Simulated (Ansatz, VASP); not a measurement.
Two plane-wave programs on C

```
C
1.0
     3.42135    0.00000    0.00000
     0.00000    3.42135    0.00000
     0.00000    0.00000    3.23070
C
5
Cartesian
  0.0000 0.9630 2.0255
  0.9630 0.0000 1.2052
  2.4583 0.0000 1.2052
  0.0000 2.4583 2.0255
  0.0000 0.0000 0.0000
```

Alike in both runs: task relaxation of cell and atoms; functional PBE; k mesh 8 × 8 × 8; occupations gaussian, width 0.02 eV; no spin polarisation.

|  | VASP | Ansatz |
| --- | --- | --- |
| version | VASP 6.6.1 | Ansatz 0.2.0 |
| potentials or method | VASP PAW PBE potentials, release 64 (C) | scalar-relativistic, plane waves, PAW |
| plane-wave cutoff (eV) | 600 | 420 |
| valence electrons in the cell | 20 | 20 |

|  | VASP | Ansatz | Ansatz less VASP |
| --- | --- | --- | --- |
| gap on the k mesh at the Fermi level, each at its own relaxed structure (eV) | 1.82 | 1.84 | +0.027 |
| relaxed volume (Å³/atom) | 7.57 | 7.57 | 0.000 |
| relaxed cell length with the largest relative difference (Å) | 3.232 | 3.232 | -0.0004 |
